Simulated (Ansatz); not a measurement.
Method: Ansatz 0.2.0, DFT PBE, scalar-relativistic, plane waves, PAW.

Settings: cutoff 420 eV, Γ-centred mesh 6×6×4 on the computed 6-atom cell, Gaussian smearing of 0.02 eV; no spin polarisation.

Structure with the computed forces (eV/Å) in the last three columns:

```xyz
6
Lattice="2.7110 -2.5498 -0.0972 2.7381 2.5797 -0.0435 -0.1758 0.0742 6.7515" Properties=species:S:1:pos:R:3:forces:R:3 pbc="T T T" pressure_GPa=-25.02
C    -0.0445    0.0662    0.1896    1.4550   -1.2770   -4.0970
C     2.6367   -0.0296    3.2467   -0.4570    4.3030    2.6900
O     2.6143   -1.3719    5.8247   -1.1190   -7.4150    7.9720
O     2.7233    1.4812    0.7585   -0.3420    8.6850   -3.9730
O     2.7180   -0.8978    2.4012   -0.3600    3.2030    3.4920
O     2.5352    1.0121    4.1061    0.8220   -7.5000   -6.0850
```

Stress tensor (GPa, compression positive):

```
  1.24   0.61   3.35
  0.61 -46.71   5.82
  3.35   5.82 -29.60
```

The cell holds molecules, and where no dispersion correction was added their binding is poorly described.

This form isn't the usual stable structure of the compound.